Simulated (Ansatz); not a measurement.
**KI (zincblende type): Wannier functions and tight-binding models**

Where do the localised orbitals of KI (zincblende type) sit, how far are they spread, and how do the settings change that? Plan: PBE, anion s p, 4×4×4; PBE, anion s p, 6×6×6; PBE, anion p, 4×4×4; PBE, cation s and anion p, disentangled, 4×4×4; r2SCAN, anion s p, 4×4×4; r2SCAN, anion p, 4×4×4; r2SCAN, cation s and anion p, disentangled, 4×4×4; HSE06, anion s p, 4×4×4; HSE06, anion p, 4×4×4 (level, trial orbitals, Wannier mesh).

Method: plane waves, PAW, in Ansatz 0.2.0.

## 1. Starting point

The structure is cubic, space group F-43m (No. 216). The conventional cell has a = 7.932 Å, b = 7.932 Å, c = 7.932 Å, α = 90.00°, β = 90.00°, γ = 90.00°. Around K (site symmetry -43m) lie 4 I at 3.43 Å. I (site symmetry -43m) is surrounded by 4 K at 3.43 Å.

As a file:

```xyz
2
Lattice="0.0000 3.9659 3.9659 3.9659 0.0000 3.9659 3.9659 3.9659 0.0000" Properties=species:S:1:pos:R:3 pbc="T T T"
K     0.0000    0.0000    0.0000
I     1.9829    1.9829    1.9829
```

The cell was relaxed beforehand with r2SCAN; those runs aren't shown. No run includes spin-orbit coupling, which matters for I.

## 2. PBE, anion s p, 4×4×4

File input.yaml:

```yaml
crystal:
  lattice:
    - [0.0, 3.96589425, 3.96589425]
    - [3.96589425, 0.0, 3.96589425]
    - [3.96589425, 3.96589425, 0.0]
  atoms:
    - { symbol: K, position: [0.0, 0.0, 0.0] }
    - { symbol: I, position: [0.25, 0.25, 0.25] }
kpoints:
  mp_grid: { grid: [4, 4, 4] }
  band_path:
    path:
      - [[0.0, 0.0, 0.0], [-0.5, -0.5, -3.693793548439e-35], [-0.375, -0.375, 0.25]]
      - [[-0.375, -5.973725294693e-17, 0.375], [0.0, 0.0, 0.0], [-1.646605099584e-17, -1.646605099584e-17, 0.5], [-0.5, -0.25, 0.25], [-0.5, -0.5, -3.693793548439e-35]]
    npoints: 10
hamiltonian:
  xc: pbe
scf:
  occupations: { method: fixed }
  n_extra_bands: 6
output:
  forces: false
  stress: false
  eigenvalues: true
  wannier:
    kmesh: [4, 4, 4]
    projections: [{ species: I, l: s, shell: 5 }, { species: I, l: p, shell: 5 }]
    minimise: true
    write_hr: true
    conv_tol: 1.0e-08
    max_iter: 3000
```

Run with:

```console
> ansatz run input.yaml --threads 4 --pin off --max-ram 3686MiB --backend cpu --events-out ev --progress --plain --runs-dir out
```

Further steps of the session: PBE, anion s p, 6×6×6; PBE, anion p, 4×4×4; PBE, cation s and anion p, disentangled, 4×4×4; r2SCAN, anion s p, 4×4×4; r2SCAN, anion p, 4×4×4; r2SCAN, cation s and anion p, disentangled, 4×4×4; HSE06, anion s p, 4×4×4; HSE06, anion p, 4×4×4.

Q: Predict the results of all the runs planned. Wanted: total spread, PBE, anion s p, 4×4×4; total spread, PBE, anion s p, 6×6×6; total spread, PBE, anion p, 4×4×4; total spread, PBE, cation s and anion p, disentangled, 4×4×4; total spread, r2SCAN, anion s p, 4×4×4; total spread, r2SCAN, anion p, 4×4×4; total spread, r2SCAN, cation s and anion p, disentangled, 4×4×4; total spread, HSE06, anion s p, 4×4×4; total spread, HSE06, anion p, 4×4×4.

As calculated:

```
                                                       quantity                         value
                            total spread, PBE, anion s p, 4×4×4      6.99 Å² over 4 functions
                            total spread, PBE, anion s p, 6×6×6      7.21 Å² over 4 functions
                              total spread, PBE, anion p, 4×4×4      6.71 Å² over 3 functions
   total spread, PBE, cation s and anion p, disentangled, 4×4×4     12.14 Å² over 4 functions
                         total spread, r2SCAN, anion s p, 4×4×4      6.93 Å² over 4 functions
                           total spread, r2SCAN, anion p, 4×4×4      6.61 Å² over 3 functions
total spread, r2SCAN, cation s and anion p, disentangled, 4×4×4     12.32 Å² over 4 functions
                          total spread, HSE06, anion s p, 4×4×4      6.89 Å² over 4 functions
                            total spread, HSE06, anion p, 4×4×4      6.58 Å² over 3 functions
                                       centres of the first set  0.60 Å from the nearest atom
```

**Reading.** With PBE, anion s p, 4×4×4 the 4 functions move off the atoms, with a mean spread of 1.75 Å²; 84 % of the total is gauge invariant. The total spread goes from 6.99 Å² on 4×4×4 to 7.21 Å² on 6×6×6: finite differences in k understate it on coarse meshes, while the largest miss of a band stays at 0.00 eV. On one set and mesh the functional gives 6.99 (PBE), 6.93 (r2SCAN), 6.89 (HSE06) Å². The disentangled models miss some band by up to 0.6 eV, which may lie outside their frozen windows.
